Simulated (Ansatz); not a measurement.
Runs of Ansatz 0.2.0 on B. Symmetry: P4/mmm, No. 123, tetragonal system. Conventional cell: a = 2.346 Å, b = 2.346 Å, c = 1.586 Å, α = 90.00°, β = 90.00°, γ = 90.00°. B (site symmetry 4/mmm) has 2 B at 1.59 Å as nearest neighbours. The cell was built by a generator and needn't be a form met in nature.

```csv
task,level,cell,k mesh,cutoff (eV),mesh quality,gap on the mesh (eV),pressure (GPa),relaxed volume (Å³/atom)
relaxation of cell and atoms,HSE03,relaxed,6 × 6 × 8,420,coarse,none,-,8.88
relaxation of cell and atoms,LDA,relaxed,11 × 11 × 16,420,not flagged,none,0.0,(b)
relaxation of cell and atoms,r2SCAN,relaxed,11 × 11 × 16,500,not flagged,none,0.0,8.82
relaxation of cell and atoms,PBE,relaxed,11 × 11 × 16,420,not flagged,none,0.0,8.64
single point,r2SCAN0,as given,6 × 6 × 8,500,coarse,none,-,-
relaxation of cell and atoms,BLYP,relaxed,11 × 11 × 16,420,not flagged,none,0.0,(a)
relaxation of cell and atoms,RPBE,relaxed,11 × 11 × 16,420,not flagged,none,0.0,8.85
relaxation of cell and atoms,HSE06,relaxed,6 × 6 × 8,420,coarse,none,-,8.86
```

Alike in all rows: potentials or basis Ansatz PAW; no spin polarisation; smearing fermi-dirac 0.05 eV.

Fill in the values left out.

(a) 10.11; (b) 8.18.

Caveats: some runs use coarse meshes; the plane-wave basis is chosen anew once the cell has moved, so the energies of steps on either side of that aren't comparable (some runs); the PAW data sets come from PBE, with cores solved anew for the run's functional, which leaves a small shift of forces and pressure (some runs); the potentials were made for another functional, which shifts forces and pressure (some runs); the volume moved by over 15 % at a fixed basis, so the end points are rough (some runs).

A k mesh can miss the band edges.

A gap of «none» marks a metal or a gap under the smearing width.

Not every run made on this cell is shown here.
